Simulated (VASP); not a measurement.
# ZnS (P6_3mc) in VASP: notebook

Runs on ZnS. Level: PBE. Tasks: single point, relaxation of cell and atoms.

Program: VASP 6.6.1. These are calculated values, not measurements. Logs are shortened: lines on timing, memory, paths and dates and some standing lists are left out, and cuts for length are marked.

**Experimental background.**

From a printed reference work, monograph, for a bulk crystal of ZnS at 4 K: band gap 3.911 eV (direct).

The runs below are set against these values where they give the same quantity.

### 1 The cell of the first run

Symmetry: P6_3mc, No. 186, hexagonal system. The conventional cell has a = 3.846 Å, b = 3.846 Å, c = 6.303 Å, α = 90.00°, β = 90.00°, γ = 120.00°. Within 3.1 Å of Zn (site symmetry 3m) lie 4 S at 2.36 Å. S (site symmetry 3m) has 4 Zn at 2.36 Å within 3.1 Å.

### 2 Single point, PBE

The input, INCAR:

```
SYSTEM = ZnS
PREC = Accurate
ENCUT = 520
EDIFF = 1E-7
ISMEAR = 0
SIGMA = 0.01
LREAL = .FALSE.
LASPH = .TRUE.
NELM = 100
ALGO = Normal
ISIF = 2
LWAVE = .FALSE.
LCHARG = .FALSE.
GGA = PE
NBANDS = 26
```

The input, KPOINTS:

```
Automatic mesh
0
G
  6 6 4
  0 0 0
```

The input, POSCAR:

```
ZnS
1.0
    3.8463385449      0.0000000000      0.0000000000
   -1.9231692724      3.3310268914      0.0000000000
    0.0000000000      0.0000000000      6.3031125637
Zn S
2 2
Direct
    0.3333333333      0.6666666667      0.0051940566
    0.6666666667      0.3333333333      0.5051940566
    0.3333333333      0.6666666667      0.3798059434
    0.6666666667      0.3333333333      0.8798059434
```

Potentials or basis: VASP PAW PBE potentials, release 64 (Zn, S).

The run is started by

```
$ cat potpaw_PBE.64/Zn/POTCAR potpaw_PBE.64/S/POTCAR > POTCAR
$ mpirun -np 1 vasp_std > vasp.out
```

OUTCAR:

```text
SYSTEM = ZnS
   PREC = Accurate
   ENCUT = 520
   EDIFF = 1E-7
   ISMEAR = 0
   LREAL = .FALSE.
   LASPH = .TRUE.
   NELM = 100
   ISIF = 2
   GGA = PE

 ion  position               nearest neighbor table
   1  0.333  0.667  0.005-   4 2.36   4 2.36   4 2.36   3 2.36
   2  0.667  0.333  0.505-   3 2.36   3 2.36   3 2.36   4 2.36
   3  0.333  0.667  0.380-   2 2.36   2 2.36   2 2.36   1 2.36
   4  0.667  0.333  0.880-   1 2.36   1 2.36   1 2.36   2 2.36

  LATTYP: Found a hexagonal cell.
 ALAT       =     3.8463385449
 C/A-ratio  =     1.6387305720

  Lattice vectors:

 A1 = (   3.8463385449,   0.0000000000,   0.0000000000)
 A2 = (  -1.9231692724,   3.3310268914,   0.0000000000)
 A3 = (   0.0000000000,   0.0000000000,   6.3031125637)

Analysis of symmetry for initial positions (statically):
=====================================================================
 Subroutine PRICEL returns:
 Original cell was already a primitive cell.

 Routine SETGRP: Setting up the symmetry group for a
 hexagonal supercell.

 Subroutine GETGRP returns: Found 12 space group operations
 (whereof  6 operations were pure point group operations)
 out of a pool of 24 trial point group operations.

The static configuration has the point symmetry C_3v.
 The point group associated with its full space group is C_6v.

Analysis of symmetry for dynamics (positions and initial velocities):
=====================================================================
 Subroutine PRICEL returns:
 Original cell was already a primitive cell.

 Routine SETGRP: Setting up the symmetry group for a
 hexagonal supercell.

 Subroutine GETGRP returns: Found 12 space group operations
 (whereof  6 operations were pure point group operations)
 out of a pool of 24 trial point group operations.

The dynamic configuration has the point symmetry C_3v.
 The point group associated with its full space group is C_6v.

 Subroutine INISYM returns: Found 12 space group operations
 (whereof  6 operations are pure point group operations),
 and found     1 'primitive' translations

----------------------------------------------------------------------------------------

                                     Primitive cell

  volume of cell :      80.7571

  direct lattice vectors                    reciprocal lattice vectors
     3.846338545  0.000000000  0.000000000     0.259987515  0.150103862  0.000000000
    -1.923169272  3.331026891  0.000000000     0.000000000  0.300207724  0.000000000
     0.000000000  0.000000000  6.303112564     0.000000000  0.000000000  0.158651776

  length of vectors
     3.846338545  3.846338545  6.303112564     0.300207724  0.300207724  0.158651776

  position of ions in fractional coordinates (direct lattice)
     0.333333333  0.666666667  0.005194057
     0.666666667  0.333333333  0.505194057
     0.333333333  0.666666667  0.379805943
     0.666666667  0.333333333  0.879805943

  ion indices of the primitive-cell ions
   primitive index   ion index
                 1           1
                 2           2
                 3           3
                 4           4

----------------------------------------------------------------------------------------

 KPOINTS: Automatic mesh

Automatic generation of k-mesh.
 Grid dimensions read from file:
 generate k-points for:    6    6    4

 Generating k-lattice:

  Cartesian coordinates                     Fractional coordinates (reciprocal lattice)
     0.043331252  0.025017310  0.000000000     0.166666667  0.000000000  0.000000000
     0.000000000  0.050034621  0.000000000     0.000000000  0.166666667  0.000000000
     0.000000000  0.000000000  0.039662944     0.000000000  0.000000000  0.250000000

  Length of vectors
     0.050034621  0.050034621  0.039662944

  Shift w.r.t. Gamma in fractional coordinates (k-lattice)
     0.000000000  0.000000000  0.000000000

 Subroutine IBZKPT returns following result:
 ===========================================

 Found     21 irreducible k-points:

 Following reciprocal coordinates:
            Coordinates               Weight
  0.000000  0.000000  0.000000      1.000000
  0.166667 -0.000000  0.000000      6.000000
  0.333333 -0.000000  0.000000      6.000000
  0.500000 -0.000000  0.000000      3.000000
  0.166667  0.166667  0.000000      6.000000
  0.333333  0.166667  0.000000     12.000000
[... 13 lines left out ...]
  0.333333  0.166667  0.500000     12.000000
  0.333333  0.333333  0.500000      2.000000
   k-points           NKPTS =     21   k-points in BZ     NKDIM =     21   number of bands    NBANDS=     26
   number of dos      NEDOS =    301   number of ions     NIONS =      4
   total plane-waves  NPLWV =  43200
   dimension x,y,z NGX =    30 NGY =   30 NGZ =   48
   dimension x,y,z NGXF=    60 NGYF=   60 NGZF=   96
   ions per type =               2   2
   NGX,Y,Z   is equivalent  to a cutoff of  12.97, 12.97, 12.66 a.u.
   NGXF,Y,Z  is equivalent  to a cutoff of  25.93, 25.93, 25.32 a.u.
 SYSTEM =  ZnS
   PREC   = accura    normal or accurate (medium, high low for compatibility)
   ISTART =      0    job   : 0-new  1-cont  2-samecut
   ICHARG =      2    charge: 1-file 2-atom 10-const
   ISPIN  =      1    spin polarized calculation?
   LNONCOLLINEAR =      F non collinear calculations
   LSORBIT =      F    spin-orbit coupling
   LASPH  =      T    aspherical Exc in radial PAW
   ENCUT  =  520.0 eV  38.22 Ry    6.18 a.u.   7.15  7.15 11.72*2*pi/ulx,y,z
   NELM   =    100;   NELMIN=  2; NELMDL= -5     # of ELM steps
   EDIFF  = 0.1E-06   stopping-criterion for ELM
   LREAL  =      F    real-space projection
   EDIFFG = 0.1E-05   stopping-criterion for IOM
   NSW    =      0    number of steps for IOM
   IBRION =     -1    ionic relax: 0-MD 1-quasi-New 2-CG
   NFREE  =      0    steps in history (QN), initial steepest desc. (CG)
   ISIF   =      2    stress and relaxation
   ISYM   =      2    0-nonsym 1-usesym 2-fastsym
   POTIM  = 0.5000    time-step for ionic-motion
   TEBEG  =    0.0;   TEEND  =   0.0 temperature during run
   PSTRESS=    0.0 pullay stress
   NELECT =      36.0000    total number of electrons
   NUPDOWN=      -1.0000    fix difference up-down
   EMIN   =  10.00;   EMAX   =-10.00  energy-range for DOS
   EFERMI =   0.00;   METHOD = LEGACY
   ISMEAR =     0;   SIGMA  =   0.01  broadening in eV -4-tet -1-fermi 0-gaus
   EFERMI_NEDOS =   21; number of points for ismear=-14 and -15
   IALGO  =     38    algorithm
   IMIX   =      4    mixing-type and parameters
     AMIX     =   0.40;   BMIX     =  1.00
     AMIX_MAG =   1.60;   BMIX_MAG =  1.00
  volume/ion in A,a.u.               =      20.19       136.24
  Fermi-wavevector in a.u.,A,eV,Ry     =   1.250591  2.363275 21.279223  1.563979
  Thomas-Fermi vector in A             =   2.384578
   LORBIT       =      0    0 simple, 1 ext, 2 COOP (PROOUT), +10 PAW based schemes
   GGA     = PE    functional components
   LHFCALC =     F    Hartree Fock is set to
   AEXX    =    0.0000 exact exchange contribution
   IVDW    =     0    specifies the selected vdW correction
   LEPSILON=     F    determine dielectric tensor
   LRPA    =     F    only Hartree local field effects (RPA)
 non-spin polarized calculation
 Gauss-broadening in eV      SIGMA  =   0.01
  energy-cutoff  :      520.00
  volume of cell :       80.76
 maximum number of plane-waves:      2208
 NGX is ok and might be reduce to    30
   NGX = 15   NGY = 15   NGZ = 23

 number of electron      36.0000011 magnetization

 Free energy of the ion-electron system (eV)
  ---------------------------------------------------
  ext. energy  EPLUGINS =         0.00000000
  ---------------------------------------------------
  free energy    TOTEN  =       -13.69075651 eV

  energy without entropy =      -13.69075651  energy(sigma->0) =      -13.69075651

 E-fermi :   1.9530     XC(G=0):  -9.5147

 val. band max:        1.9120378667   @ k =   0.0000   0.0000   0.0000
 cond. band min:       3.9941787723   @ k =   0.0000   0.0000   0.0000
 fundamental gap:      2.0821409057
 Fermi energy:         1.9530254881

 k-point     1 :       0.0000    0.0000    0.0000
  band No.  band energies     occupation
      1     -11.0932      2.00000
      2     -10.2031      2.00000
      3      -4.3427      2.00000
      4      -4.3308      2.00000
      5      -4.3308      2.00000
      6      -4.2527      2.00000
[... 18 lines left out ...]
     25       9.5885      0.00000
     26      11.0449      0.00000

 k-point     2 :       0.1667   -0.0000    0.0000
  band No.  band energies     occupation
      1     -10.9189      2.00000
      2     -10.1094      2.00000
      3      -4.3405      2.00000
      4      -4.3072      2.00000
      5      -4.2983      2.00000
      6      -4.2285      2.00000
[... 18 lines left out ...]
     25      10.1706      0.00000
     26      10.3699      0.00000

 k-point     3 :       0.3333   -0.0000    0.0000
  band No.  band energies     occupation
      1     -10.5021      2.00000
      2      -9.9426      2.00000
      3      -4.3243      2.00000
      4      -4.2479      2.00000
      5      -4.2454      2.00000
      6      -4.1075      2.00000
[... 18 lines left out ...]
     25      10.5255      0.00000
     26      11.4994      0.00000

 k-point     4 :       0.5000   -0.0000    0.0000
  band No.  band energies     occupation
      1     -10.2159      2.00000
      2      -9.9084      2.00000
      3      -4.3126      2.00000
      4      -4.2319      2.00000
      5      -4.1067      2.00000
      6      -4.0935      2.00000
[... 18 lines left out ...]
     25      10.9074      0.00000
     26      13.2999      0.00000
[... 409 lines left out ...]
      1     -10.3117      2.00000
      2     -10.3117      2.00000
      3      -4.3054      2.00000
      4      -4.3054      2.00000
      5      -4.2140      2.00000
      6      -4.2140      2.00000
[... 18 lines left out ...]
     25      10.2588      0.00000
     26      10.2588      0.00000

 k-point    20 :       0.3333    0.1667    0.5000
  band No.  band energies     occupation
      1     -10.0578      2.00000
      2     -10.0578      2.00000
      3      -4.2706      2.00000
      4      -4.2706      2.00000
      5      -4.1512      2.00000
      6      -4.1512      2.00000
[... 18 lines left out ...]
     25      10.9355      0.00000
     26      10.9355      0.00000

 k-point    21 :       0.3333    0.3333    0.5000
  band No.  band energies     occupation
      1      -9.9709      2.00000
      2      -9.9709      2.00000
      3      -4.2065      2.00000
      4      -4.2065      2.00000
      5      -4.1743      2.00000
      6      -4.1743      2.00000
[... 18 lines left out ...]
     25      11.6414      0.00000
     26      11.6414      0.00000

------------------------ aborting loop because EDIFF is reached ----------------------------------------

  FORCE on cell =-STRESS in cart. coord.  units (eV):
  Direction    XX          YY          ZZ          XY          YZ          ZX
  --------------------------------------------------------------------------------------
  -------------------------------------------------------------------------------------
  Total        0.0610324      0.0610324      0.0785155      0.0000000      0.0000000      0.0000000
  in kB        1.2108500      1.2108500      1.5577059      0.0000000      0.0000000      0.0000000
  external PRESSURE =       1.3264686 kB  Pullay stress =       0.0000000 kB

 VOLUME and BASIS-vectors are now :
 -----------------------------------------------------------------------------
  energy-cutoff  :      520.00
  volume of cell :       80.76
      direct lattice vectors                 reciprocal lattice vectors
     3.846338545  0.000000000  0.000000000     0.259987515  0.150103862  0.000000000
    -1.923169272  3.331026891  0.000000000     0.000000000  0.300207724  0.000000000
     0.000000000  0.000000000  6.303112564     0.000000000  0.000000000  0.158651776

 POSITION                                       TOTAL-FORCE (eV/Angst)
 -----------------------------------------------------------------------------------
     -0.00000      2.22068      0.03274        -0.000000      0.000000      0.000734
      1.92317      1.11034      3.18430         0.000000      0.000000      0.000734
     -0.00000      2.22068      2.39396        -0.000000      0.000000     -0.000734
      1.92317      1.11034      5.54552         0.000000      0.000000     -0.000734
 -----------------------------------------------------------------------------------
    total drift:                               -0.000000     -0.000000     -0.000214

  FREE ENERGIE OF THE ION-ELECTRON SYSTEM (eV)
  ---------------------------------------------------
  free  energy   TOTEN  =       -13.6907565072 eV

  energy  without entropy=      -13.6907565072  energy(sigma->0) =      -13.69075651
```

Wall time 79 s (1 thread of Intel Xeon 8259CL, shared host); peak memory 0.21 GiB.

Results:

| Item | Value |
| --- | --- |
| Free energy | -13.6908 eV |
| Pressure | 0.1 GPa |
| Band gap on the k mesh | 2.08 eV |

(Part 1 of 2 ends here.)
